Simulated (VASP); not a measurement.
SrO:

```xyz
2
Lattice="0.0000 2.5663 2.5663 2.5663 0.0000 2.5663 2.5663 2.5663 0.0000" Properties=species:S:1:pos:R:3 pbc="T T T"
Sr    2.5663    2.5663    2.5663
O     0.0000    0.0000    0.0000
```

Base run:

* Program: VASP 6.6.1
* Functional: PW91
* Potentials or basis: VASP PAW PBE potentials, release 64 (Sr_sv, O)
* Cutoff: 520 eV
* k mesh: 9 × 9 × 9
* Occupations: fermi-dirac, width 0.05 eV
* Spin: no spin polarisation

Its results: band gap on the k mesh 3.32 eV, indirect (least direct gap 3.41 eV); pressure 3.5 GPa.

Task: After a change of settings the same cell gave: band gap on the k mesh 3.28 eV, indirect (least direct gap 3.37 eV); pressure 1.0 GPa. Which change was it?
A. functional from PW91 to SCAN
B. functional from PW91 to PBEsol
C. functional from PW91 to TPSS
D. functional from PW91 to AM05

Result: D.

AM05 binds more tightly than PW91, so the same cell stands under less pressure.

Caveats: the PAW data sets were made with another functional, which shifts forces and pressure a little.

Runs at the PBE level aren't shown here.
